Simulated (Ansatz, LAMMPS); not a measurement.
# Amorphous Al2O3 (175 atoms): support functions against a reference, part 2 of 2

Aim: test how closely localised support functions follow the reference on amorphous Al2O3 (175 atoms), and at what cost. A setting counts as converged where the r.m.s. difference of forces stays under 1 % of the r.m.s. force.

Ansatz 0.2.0; Kohn-Sham DFT, PBE, PAW (set soft_2), plane waves.

The cell: 70 Al and 105 O. The quench rate of 50 K/ps far exceeds what a furnace or splat quench reaches. The starting topology of bonds comes from the classical model. Only the Γ point is sampled, in a cell whose shortest periodic width is 12 Å.

So far. Step 4 (Support functions low): Forces differ from the reference by 0.85 meV/Å r.m.s., 0.080 % of their size, well within a tolerance of 1 %; the energy by -4.4 meV/atom. It took roughly 3.1 times the reference's time (one timing each, with unlike analyses asked), in 12 cycles against 9. Step 5 (Support functions medium): Forces differ from the reference by 0.84 meV/Å r.m.s., 0.079 % of their size, well within a tolerance of 1 %; the energy by -4.4 meV/atom.

## Step 6: Support functions medium, radius 2.92 Å

Level of this step: Kohn-Sham DFT, PBE, PAW (set soft_2), localised support functions (medium) (Ansatz).

The radius confines each support function; a larger one gives more freedom and more work per atom.

The input, input.yaml:

```yaml
crystal:
  lattice:
    - [12.179, 0.0, 0.0]
    - [0.0, 12.179, 0.0]
    - [0.0, 0.0, 12.179]
  atoms:
    [... the 175 atom lines of step 3 ...]
kpoints:
  mp_grid: { grid: [1, 1, 1] }
hamiltonian:
  xc: pbe
scf:
  occupations: { method: fixed }
  eigensolver: { kind: { support_functions: { accuracy: medium, radius: 2.92 } } }
  max_iter: 150
output:
  forces: true
  eigenvalues: true
```

Launch:

```sh
ansatz run input.yaml --threads 4 --pin off --max-ram 8192MiB --backend cpu --events-out ev --progress --plain --runs-dir out
```

What it wrote:

```text
Warning: scf.eigensolver.kind.support_functions: disabling space-group detection — the functions' gradient is summed over unrotated k-points, so no spatial operation reduces the k-mesh or symmetrises the density; time reversal is kept, so that k and −k are solved as one point where they differ and the mesh holds both, and exact exchange and, on two spinor components, a DFT+U term hold to it where the run has them: [...]
Warning: basis.ecutwfc = 464 eV, auto-derived: no grid that the accuracy of the support functions lays serves the files at the lower one that their records recommend; a deck with other species or settings can derive another value
settings of this run that can trade accuracy for cost: scf.eigensolver.kind.support_functions [...]
Engine: ansatz 0.2.0, aarch64-unknown-linux-gnu
Pseudopotentials: kind: paw
Pseudopotential: Al, paw, valence charge 3, recommended cutoff 420 eV (normal), Al.paw.azcp
Pseudopotential: O, paw, valence charge 6, recommended cutoff 420 eV (normal), O.paw.azcp
[... 5 lines on functional and potentials left out ...]
Error: SCF: the radius of support functions is under 3.27 Å, the least for these sites at the functions' level (scf.eigensolver.kind.support_functions.accuracy). Use scf.eigensolver.kind: auto, or type scf.eigensolver.kind.support_functions.radius at least as long, [...]
```

The job ended after 3 s (4 threads of Arm Neoverse V1, shared host; peak memory 0.24 GiB; 9.3 s of CPU time).

The program refuses radii under 3.27 Å for these atoms at this level.

## Step 7: Support functions medium, radius 3.33 Å

The radius confines each support function; a larger one gives more freedom and more work per atom. Besides, the program derives a nominal cutoff of 464 eV for this run, against the reference's 420.

input.yaml, the sections that differ from step 6:

```yaml
scf:
  occupations: { method: fixed }
  eigensolver: { kind: { support_functions: { accuracy: medium, radius: 3.33 } } }
  max_iter: 150
# crystal, kpoints, hamiltonian, output: as in step 6
```

What it wrote:

```text
[...]
Crystal: 175 atoms, lattice volume = 1806.487 Å³
Basis set: ecut = 464 eV, 40843 PW (Γ), exchange–correlation on 180×180×180 points (8 copies of the dense FFT grid, shifted against one another)
Bands: 504, of which v1, the nominal top of the filled ones, is band 420 counted from 1 (419 counted from 0)
Symmetry: 1 space group operations
k-points: 1
[...]
SCF iter   1: F=—  HF=-97413.751218 eV  |F-HF|=—  |Δ(HF+E_count)|=         —  Δρ=1.42e-1  dr2=3.54e2  ethr=1.00e-1
[...]
SCF iter  12: F=—  HF=-97428.075724 eV  |F-HF|=—  |Δ(HF+E_count)|=   6.30e-3  Δρ=1.59e-5  dr2=5.29e-6  ethr=4.26e-9  κ⁻¹=1.4e-5(r=7)
SCF iter  13: F=-97428.080717 eV  HF=-97428.080718 eV  |F-HF|=7.94e-7  |Δ(HF+E_count)|=   4.99e-3  Δρ=8.44e-6  dr2=1.41e-6  ethr=6.30e-10
SCF 1 converged in 13 iterations: F = -97428.148720 eV  dr2 = 1.41e-6
[...]
SCF converged after 13 iterations
[...]
Free energy (F): -97428.148720 eV
[...]
Internal energy: -97428.148720 eV  (E = F + TS)
E sigma→0 (E₀):  -97428.148720 eV
Fermi energy:    6.094138 eV
[...]
Σ components = -97428.148720   (vs F -97428.148720, Δ=0.00e0)
--- Forces (eV/Å), atoms counted from 1 ---
  atom   1  Al    -0.20145335    -0.77431118     1.41504169
  atom   2  Al    -0.88953653    -0.80011131     0.65349327
  atom   3  Al     1.38030158     1.84728831    -1.88414234
  atom   4  Al     0.59544929    -0.12340053     0.35415678
[...]
atom 175  O     -0.33856710    -0.77727249    -1.21974700
  max |Σ_I F_I| component: 5.29e-3 eV/Å
--- Band table (eV) ---
[...]
```

It took 3.3 min on 4 threads; peak memory 5.2 GiB.

Keys that differ from the reference: support_functions.accuracy = "medium", support_functions.radius = 3.33 and scf.max_iter = 150.

Forces differ from the reference by 0.88 meV/Å r.m.s., 0.082 % of their size, well within a tolerance of 1 %; the energy by -4.4 meV/atom. It took roughly 3.4 times the reference's time (one timing each, with unlike analyses asked), in 13 cycles against 9.

## Step 8: With accuracy = "medium", basis.ecutrho_ratio = 12 and total_charge = -1

Changed here: accuracy = "medium", basis.ecutrho_ratio = 12 and total_charge = -1.

This step: Kohn-Sham DFT, PBE, PAW (set soft_2), plane waves (Ansatz 0.2.0).

input.yaml, the sections that differ from step 7:

```yaml
scf:
  occupations: { method: fixed }
output:
  forces: true
  stress: true
  populations: true
  dos:
    method: { smearing: { sigma: 0.08 } }
    de: 0.1
    projected: { site_lists: { Al: [Al], O: [O] } }
  eigenvalues: true
accuracy: medium
basis:
  ecutrho_ratio: 12
total_charge: -1
# crystal, kpoints, hamiltonian: as in step 7
```

What it wrote:

```text
Error: inconsistent input (scf.occupations.method, magnetization): a σ = 0 step fill (method: fixed, or a smearing width below the step floor) cannot realise an odd electron count (841) without a locked total moment — the per-k integer fill puts the same N_el/2 bands in each spin channel; [...]
```

The job ended after 0.06 s (4 threads; peak memory 0.069 GiB).

The input was rejected at the start.

The program's message: “Error: inconsistent input (scf.occupations.method, magnetization): a σ = 0 step fill (method: fixed, or a smearing width below the step floor) cannot realise an odd electron count (841) without a lock …”

## Step 9: The ladder side by side

Each row is set against the plane-wave reference (Kohn-Sham DFT, PBE, PAW (set soft_2), plane waves; r.m.s. force component 1.06 eV/Å). Energies are set beside the reference only for runs with its functional, potentials and electron count. Times are for 4 threads of Arm Neoverse V1, shared host. The reference's time includes the DOS, the stress and grids, which some other runs skip.

| run | Δ force, r.m.s. (meV/Å) | share of r.m.s. force (%) | Δ energy (meV/atom) | Δ gap (eV) | cycles | time | host memory (GiB) |
| --- | --- | --- | --- | --- | --- | --- | --- |
| reference | - | - | - | - | 9 | 59 s | 2.9 |
| support functions low | 0.852 | 0.0802 | -4.36 | 5.0e-4 | 12 | 3.1 min | 5.4 |
| support functions medium | 0.837 | 0.0787 | -4.36 | 2.0e-4 | 13 | 3.7 min | 5.4 |
| support functions medium, radius 3.33 Å | 0.876 | 0.0824 | -4.35 | 2.0e-4 | 13 | 3.3 min | 5.2 |

## Step 10: What the reference run shows

The comparisons rest on this run, so its electronic structure is set out here.

Neighbours are counted within 2.23 Å (O-Al).

Length of the force by element and coordination:

| element | coordination | atoms | mean length of the force (eV/Å) | spread | least | most |
| --- | --- | --- | --- | --- | --- | --- |
| Al | all | 70 | 1.83 | 0.763 | 0.442 | 4.02 |
| Al | 4 | 51 | 1.88 | 0.787 | 0.764 | 4.02 |
| Al | 5 | 17 | 1.77 | 0.652 | 0.442 | 3.11 |
| Al | 6 | 2 | 0.942 | 0.238 | 0.704 | 1.18 |
| O | all | 105 | 1.53 | 0.828 | 0.309 | 5.43 |
| O | 2 | 16 | 1.25 | 0.502 | 0.379 | 2.03 |
| O | 3 | 87 | 1.60 | 0.868 | 0.309 | 5.43 |
| O | 4 | 2 | 1.01 | 0.274 | 0.739 | 1.29 |

Löwdin charges by element and coordination (they lack the spilled electrons, 0.041 e an atom on average):

| element | coordination | atoms | mean charge (e) | spread | least | most |
| --- | --- | --- | --- | --- | --- | --- |
| Al | all | 70 | 1.37 | 0.0328 | 1.3 | 1.44 |
| Al | 4 | 51 | 1.38 | 0.0263 | 1.31 | 1.44 |
| Al | 5 | 17 | 1.34 | 0.0188 | 1.31 | 1.37 |
| Al | 6 | 2 | 1.30 | 4.0e-4 | 1.3 | 1.30 |
| O | all | 105 | -0.845 | 0.0171 | -0.890 | -0.800 |
| O | 2 | 16 | -0.865 | 0.0167 | -0.890 | -0.831 |
| O | 3 | 87 | -0.842 | 0.014 | -0.871 | -0.814 |
| O | 4 | 2 | -0.815 | 0.0152 | -0.830 | -0.800 |

Density of states as counts of states in windows of 1 eV (from the Fermi level), total and the larger projections:

| from (eV) | to (eV) | total | O p | Al p |
| --- | --- | --- | --- | --- |
| -10 | -8 | 0.0 | 0.0 | 0.0 |
| -8 | -7 | 26.8 | 20.4 | 2.0 |
| -7 | -6 | 56.6 | 43.3 | 5.3 |
| -6 | -5 | 79.7 | 62.9 | 9.6 |
| -5 | -4 | 92.4 | 76.9 | 10.4 |
| -4 | -3 | 106.7 | 93.8 | 8.7 |
| -3 | -2 | 107.0 | 98.4 | 5.3 |
| -2 | -1 | 94.8 | 89.4 | 3.0 |
| -1 | 0 | 62.3 | 59.5 | 1.5 |
| 0 | 1 | 3.6 | 3.4 | 0.1 |
| 1 | 3 | 0.0 | 0.0 | 0.0 |
| 3 | 4 | 2.0 | 0.0 | 0.1 |
| 4 | 5 | 0.2 | 0.0 | 0.1 |

The curve was stored every 0.100 eV, coarse against its broadening of 0.08 eV, so these counts are rough.

With fixed occupations the program's Fermi level is the highest filled level; weight inside the gap is the broadening of levels at its edges.

Between -21 and -10 eV lie 210 more states.

The levels nearest the highest filled one (over half full), pooled over k-points and spins:

| level less the highest filled one (eV) | occupation |
| --- | --- |
| -0.235 | 2 |
| -0.168 | 2 |
| -0.096 | 2 |
| -0.0631 | 2 |
| -0.0431 | 2 |
| 0 | 2 |
| 3.68 | 0 |
| 5.04 | 0 |
| 5.17 | 0 |
| 5.20 | 0 |
| 5.39 | 0 |
| 5.65 | 0 |

Electrostatic potential energy in the bc plane at fractional x = 0.241, with atoms of Al and O within 0.2 Å of it. With pseudopotentials it is smooth inside the atoms' cores, unlike the true potential.

Ten even steps from '0' (-32 eV) to '9' (12 eV), each cell a mean:
```
0049988534776564478766789999999983
4589997100565557999999999999999876
5689998413776678999999999999998655
6589988778998437999999999999997557
5689987778996001899999998889977655
8899988889998314899999976567400477
9999987668998755689999855655400599
9999986227997556568899855656877899
9999988668997555562027876668999999
8999999999987777871017998547999986
1799999999830169997568888536999720
1799999999820069999987788889999820
5678999999986689999988888999999975
6656889999998778999998423899999875
6656558999998887669997100699999875
5567767777899994005776435999996336
8889875555799997336555579999994117
9999865775799999997555579999998779
8874465556899999998766789999999877
5620058887788888999886799999998655
6553489984257778998877899999997577
5788877887577788887555689999998655
7898765689998862255576579999999877
1168866789988840026565579999999995
```
Columns run along b (12.2 Å; values clipped at the 3rd and 97th percentile), rows up along c (12.2 Å). Atoms in or near the plane, at fractional coordinates: Al at (0.22, 0.27), Al at (0.02, 0.41), Al at (0.60, 0.04), Al at (0.97, 0.14), O at (0.02, 0.98), O at (0.87, 0.74), O at (0.57, 0.61), O at (0.25, 0.92), O at (0.37, 0.53), O at (0.69, 0.39), O at (0.47, 0.02), O at (0.41, 0.80), O at (0.98, 0.54).

Valence density in the bc plane at fractional x = 0.241, with atoms of Al and O within 0.2 Å of it. It is the smooth field of the valence electrons, not physical close to the nuclei.

Ten steps, logarithmic in the rise over the least value, from '0' (0.0 e/Å³) to '9' (6.7 e/Å³), each cell a mean:
```
9974224677532357753211110000001247
7652125899642233321111100000011235
3321124788533343210000000000011122
1221113444335776410000000001122211
2332111222236998520000111112455532
2332222332235887521001122224799742
2222234664223454321111222124799742
1111246886322211234543221123455421
2110135665322222358985323444222222
5310012332346543368986324676422356
8631000112589863246764234776423589
8631000012589963112322223454213589
5422211001356642111112444322111356
2124543210122223332125787531011232
1135665311111235665336899631123443
3234665322211247997435777421146775
3222343212221236876422343211247886
2223332112221123443222321000135654
2467753223322111112245532000012332
3589964345553211011346642100012211
2467753357865321111245532000123211
2334432346664334432223321000123222
5532211233332368864211211000011234
8864222333222479985211211000001247
```
Columns run along b (12.2 Å), rows up along c (12.2 Å). Atoms in or near the plane, at fractional coordinates: Al at (0.22, 0.27), Al at (0.02, 0.41), Al at (0.60, 0.04), Al at (0.97, 0.14), O at (0.02, 0.98), O at (0.87, 0.74), O at (0.57, 0.61), O at (0.25, 0.92), O at (0.37, 0.53), O at (0.69, 0.39), O at (0.47, 0.02), O at (0.41, 0.80), O at (0.98, 0.54).

Mean Löwdin charges: Al +1.37, O -0.85 e (they miss 0.85 % of the electrons, so they add up to more than the cell's charge).

## Step 11: Distances and neighbours

Bonds and neighbours are counted at the geometry of the runs.

Density 3.28 g/cm³, 10.32 Å³ an atom.

g(r), total and by pair (bins of 0.1 Å):

| r (Å) | total | O-O | O-Al | Al-Al |
| --- | --- | --- | --- | --- |
| 1.55 | 0.00 | 0.00 | 0.00 | 0.00 |
| 1.65 | 1.82 | 0.00 | 3.79 | 0.00 |
| 1.75 | 3.98 | 0.00 | 8.29 | 0.00 |
| 1.85 | 2.00 | 0.00 | 4.16 | 0.00 |
| 1.95 | 0.72 | 0.00 | 1.50 | 0.00 |
| 2.05 | 0.25 | 0.00 | 0.52 | 0.00 |
| 2.15 | 0.10 | 0.00 | 0.21 | 0.00 |
| 2.25 | 0.16 | 0.00 | 0.34 | 0.00 |
| 2.35 | 0.07 | 0.00 | 0.14 | 0.00 |
| 2.45 | 0.34 | 0.69 | 0.20 | 0.00 |
| 2.55 | 0.91 | 2.17 | 0.12 | 0.45 |
| 2.65 | 1.25 | 2.82 | 0.30 | 0.58 |
| 2.75 | 1.53 | 3.42 | 0.21 | 1.24 |
| 2.85 | 1.56 | 2.70 | 0.29 | 2.81 |
| 2.95 | 1.70 | 3.05 | 0.54 | 2.16 |
| 3.05 | 1.33 | 1.40 | 0.57 | 3.47 |
| 3.15 | 1.09 | 1.14 | 0.61 | 2.44 |
| 3.25 | 1.03 | 0.92 | 0.91 | 1.63 |
| 3.35 | 0.95 | 0.44 | 1.13 | 1.52 |
| 3.45 | 0.79 | 0.42 | 1.05 | 0.83 |
| 3.55 | 0.90 | 0.56 | 1.22 | 0.70 |
| 3.65 | 0.89 | 0.33 | 1.44 | 0.48 |
| 3.75 | 0.87 | 0.52 | 1.21 | 0.62 |
| 3.85 | 0.75 | 0.39 | 1.14 | 0.43 |
| 3.95 | 0.81 | 0.37 | 1.23 | 0.53 |
| 4.05 | 1.02 | 0.65 | 1.46 | 0.50 |
| 4.15 | 1.08 | 0.59 | 1.58 | 0.68 |
| 4.25 | 1.28 | 0.78 | 1.68 | 1.20 |
| 4.35 | 1.15 | 0.62 | 1.63 | 0.87 |
| 4.45 | 1.05 | 0.95 | 1.27 | 0.65 |
| 4.55 | 0.99 | 1.04 | 1.01 | 0.82 |
| 4.65 | 1.02 | 1.20 | 0.88 | 1.06 |
| 4.75 | 0.97 | 1.32 | 0.73 | 0.94 |
| 4.85 | 0.91 | 1.32 | 0.62 | 0.85 |
| 4.95 | 0.99 | 1.43 | 0.57 | 1.27 |
| 5.05 | 0.85 | 1.10 | 0.47 | 1.43 |
| 5.15 | 1.08 | 1.68 | 0.66 | 0.99 |
| 5.25 | 1.02 | 1.44 | 0.68 | 1.07 |
| 5.35 | 1.01 | 1.36 | 0.76 | 1.01 |
| 5.45 | 1.04 | 1.25 | 0.85 | 1.15 |
| 5.55 | 1.02 | 1.04 | 0.88 | 1.41 |
| 5.65 | 1.01 | 1.17 | 0.85 | 1.14 |
| 5.75 | 1.04 | 1.01 | 1.02 | 1.15 |
| 5.85 | 0.99 | 0.72 | 1.14 | 1.17 |

Bonds by pair of elements; cutoffs follow the first minimum of g(r), held within bounds set by covalent radii, and pairs that aren't listed don't count as bonded:

| pair A-B | cutoff (Å) | bonds | mean length (Å) | spread (Å) | shortest (Å) | B about A | A about B |
| --- | --- | --- | --- | --- | --- | --- | --- |
| O-Al | 2.23 | 301 | 1.79 | 0.108 | 1.60 | 2.87 | 4.3 |

How many atoms have how many bonded neighbours:

| element | mean | 2 | 3 | 4 | 5 | 6 |
| --- | --- | --- | --- | --- | --- | --- |
| Al | 4.3 | 0 | 0 | 51 | 17 | 2 |
| O | 2.87 | 16 | 87 | 2 | 0 | 0 |

Oxygen atoms by the number of network formers (Si, P, Ge, B, Al, As, Ga) bound to them:

| network formers bound to O | O atoms | per cent |
| --- | --- | --- |
| 0 | 0 | 0 |
| 1 | 0 | 0 |
| 2 | 16 | 15.2 |
| 3 | 87 | 82.9 |
| 4 | 2 | 1.9 |

Network units: each former by its oxygen neighbours and how many of them bridge to another former:

| former | O neighbours | bridging O | atoms |
| --- | --- | --- | --- |
| Al | 4 | 4 | 51 |
| Al | 5 | 5 | 17 |
| Al | 6 | 6 | 2 |

Rings of the network by King's shortest-path rule, up to 12 atoms, one path for each pair of neighbours; H, halogens, alkali and alkaline-earth atoms are left out:

| ring size (atoms) | rings | per network atom |
| --- | --- | --- |
| 4 | 26 | 0.149 |
| 6 | 61 | 0.349 |
| 8 | 144 | 0.823 |
| 10 | 44 | 0.251 |
| 12 | 7 | 0.04 |

First main peaks of g(r), for some of the pairs, lie near 2.8 Å (O-O) and 1.8 Å (O-Al). Counting bonds as in the table, 73 % of Al atoms have 4 and 83 % of O atoms have 3 bonded neighbours. 15 % of the oxygens bridge two formers and 0 % are non-bridging; 83 % join three; 2 % join four. The commonest Al unit has 4 oxygens, 4 of them shared with other formers (51 of 70 atoms). Rings of 8 atoms are the most common (51 % of those counted); sizes run from 4 to 12, where the search stops.

A closer look about O151, which has 2 bonded neighbours where the commonest count for O is 3: 9 atoms, nearest first, numbered in the order of the input, with positions taken from that point.

| atom | x | y | z | distance (Å) | bonds | Löwdin charge (e) | Fx | Fy | Fz (eV/Å) |
| --- | --- | --- | --- | --- | --- | --- | --- | --- | --- |
| O151 | 0.00 | 0.00 | 0.00 | 0.00 | 2 | -0.87 | -0.36 | -0.30 | 0.82 |
| Al50 | -0.39 | 0.30 | -1.58 | 1.65 | 4 | 1.37 | 2.50 | 1.19 | -1.54 |
| Al3 | 0.62 | -0.41 | 1.58 | 1.75 | 4 | 1.37 | 1.38 | 1.85 | -1.88 |
| O90 | 0.08 | -2.02 | 1.54 | 2.54 | 3 | -0.85 | -0.43 | -2.24 | 0.41 |
| Al54 | -1.01 | -2.42 | 0.25 | 2.63 | 4 | 1.39 | -0.60 | -0.66 | -0.14 |
| O136 | -0.47 | -2.25 | -1.48 | 2.74 | 3 | -0.83 | 0.86 | -0.90 | 1.35 |
| O123 | -0.18 | 0.64 | 2.68 | 2.76 | 3 | -0.86 | -0.98 | -0.50 | 1.26 |
| O142 | -2.02 | -0.15 | -1.88 | 2.77 | 3 | -0.86 | -1.09 | -0.43 | -0.15 |
| O117 | 2.32 | -0.26 | 1.49 | 2.77 | 2 | -0.88 | 0.43 | 0.52 | 0.39 |

## Step 12: Results

| Property | Result |
| --- | --- |
| free energy per atom | -556.7279 eV/atom |
| pressure | 15.14 GPa |
| r.m.s. force component | 1.063 eV/Å |
| gap (highest filled to lowest empty level) | 3.676 eV |
| wall time of the 4 DFT runs | 11 min |

In words: Against plane waves at 420 eV, the forces differ by 0.84 meV/Å (0.079 %) with support functions medium. At 175 atoms the fastest of the runs at a preset level, support functions low, takes roughly 3.1 times the time of plane waves (whose run also made extra analyses), in 12 SCF cycles against 9. Differences between support functions and plane waves include what basis error the plane-wave run still has. The force difference hardly changes among these support-function runs, which points to the basis of the plane-wave reference as its main source.

The highest filled and lowest empty levels differ by 3.68 eV (at Γ alone); a semilocal functional tends to put such gaps too low. In a disordered cell it changes from sample to sample, and tail or defect levels can set it. Counting bonds as in the table, 73 % of Al atoms have 4 and 83 % of O atoms have 3 bonded neighbours. 15 % of the oxygens bridge two formers and 0 % are non-bridging; 83 % join three; 2 % join four.

What to keep in mind: The force components of 1.1 eV/Å r.m.s. come partly from thermal motion and partly from the difference between the classical potential and DFT. The classical run held zero pressure, yet DFT finds 15 GPa in this frame, which points to a density or bond lengths far off those of this functional.

Calculation beside experiment:

| quantity | measured | this cell | difference | method of the measurement |
| --- | --- | --- | --- | --- |
| density | 3.05 g/cm³ | 3.28 g/cm³ | +7.6 % | mass density measurement |
| number of O about Al | 4.73 | 4.3 | -9.1 % | 27Al MAS NMR |

The cell differs from the measured neighbour counts by up to 9.1 % and density by up to 7.6 %. The density was fixed when the cell was made, not found by DFT. The network comes from the model that made the cell; DFT did not move the atoms, so distances and counts test that model. Our coordination numbers hang on a cutoff, and experiments count neighbours in their own ways.

[Long decimals in the printed logs are rounded to 6 places.]

[Logs are printed without paths, hosts, clocks, repeated set-up lines and the standing remarks that a program may print on its own settings, such as how far it seeks lower states.]

[Hosts, paths, dates, database ids (printed as entryN), source tags and the programs' standing remarks are cut or masked in the printed files.]
